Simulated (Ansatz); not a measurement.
TaN: strain energy, fitted

TaN, P-62m, a = 5.179 Å, c = 2.896 Å. Ansatz: PBEsol, PAW, 420 eV, Γ-centred 12×12×12 mesh on 6 atoms, Gaussian smearing 0.10 eV; no spin polarisation. Series: uniaxial strain along c, with a, b and atoms relaxed; x is the strain in per cent. y is the free energy over the unstrained cell, V0 = 11.211 Å³/atom.

| x (%) | y (meV/atom) |
| --- | --- |
| -3.0 | ? |
| -2.0 | 8.98 |
| -1.0 | 2.18 |
| 0.0 | 0.00 |
| 1.0 | 2.07 |
| 2.0 | 8.13 |
| 3.0 | 17.98 |

Question: Fit y = c2 x² + c3 x³ to the other rows, turn c2 into a modulus, and predict the missing energy.

Answer: Least squares on the rows shown. y = 2.1431 x² − 0.049141 x³. In eV per unit strain² c2 is 21.43; this is Young's modulus along the axis (E = ½ Y V0 ε²): 2 × 21.43 × 160.2 / (11.211) = 612 GPa. At x = -3.0 the fit asked for gives 20.61 meV/atom. The run gave 20.80 meV/atom, so the fit is 0.19 meV/atom too low, 0.91 % of the span of the series, against an rms of 0.03 meV/atom on the fitted rows. The row lies outside the fitted range. With a term in x⁴ added, a fit to the same known rows predicts 20.85 meV/atom, so most of the miss is curvature that the known rows already hold.

Spin–orbit coupling is left out, which can shift energies with elements as heavy as these.